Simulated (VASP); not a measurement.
Input of a VASP 6.6.1 run:

The input INCAR:

```
PREC     = Accurate       # precision mode
ENCUT    = 520            # plane-wave cutoff, eV
EDIFF    = 1E-7           # SCF threshold, eV
ISMEAR   = 0              # smearing method
SIGMA    = 0.1            # smearing width, eV
LREAL    = False          # projectors in reciprocal space
LASPH    = True           # aspherical terms in the spheres
NELM     = 150            # most SCF steps
ALGO     = Normal         # electronic algorithm
ISIF     = 3              # what is computed and relaxed
LWAVE    = False          # write WAVECAR
LCHARG   = False          # write CHGCAR
ISPIN    = 2              # spin polarisation
MAGMOM   = 1.5 1.5        # initial moments
LORBIT   = 11             # projections on sites
LMAXMIX  = 4              # l up to which the mixer works
GGA      = PE             # functional
IBRION   = 2              # ionic algorithm
NSW      = 80             # ionic steps
EDIFFG   = -0.002         # ionic threshold
```

Contents of KPOINTS:

```
Automatic mesh
0
Gamma
  6 6 2
```

Contents of POSCAR:

```
Co
1.0
    2.5074000000      0.0000000000      0.0000000000
   -1.2537000000      2.1714721000      0.0000000000
    0.0000000000      0.0000000000      4.0699000000
Co
2
Direct
    0.3333333300      0.6666666700      0.2500000000
    0.6666666700      0.3333333300      0.7500000000
```

Potentials or basis: VASP PAW PBE potentials, release 64 (Co).

Command:

```console
$ cat potpaw_PBE.64/Co/POTCAR > POTCAR
$ mpirun -np 1 vasp_std > vasp.out
```

(1) Estimate the net moment.

(2) What does it give for the space group after relaxing (to 0.05 Å)?

(3) Predict the relaxed cell.

(4) Estimate the relaxed volume.

Results:

(1) 3.60 μB per cell.

(2) P6_3/mmc (No. 194).

(3) a = 2.471 Å, b = 2.471 Å, c = 4.170 Å, α = 90.00°, β = 90.00°, γ = 120.00°.

(4) 11.02 Å³/atom.

Caveat: the k mesh is coarse (spacing up to 0.77 Å⁻¹), so the values aren't converged.
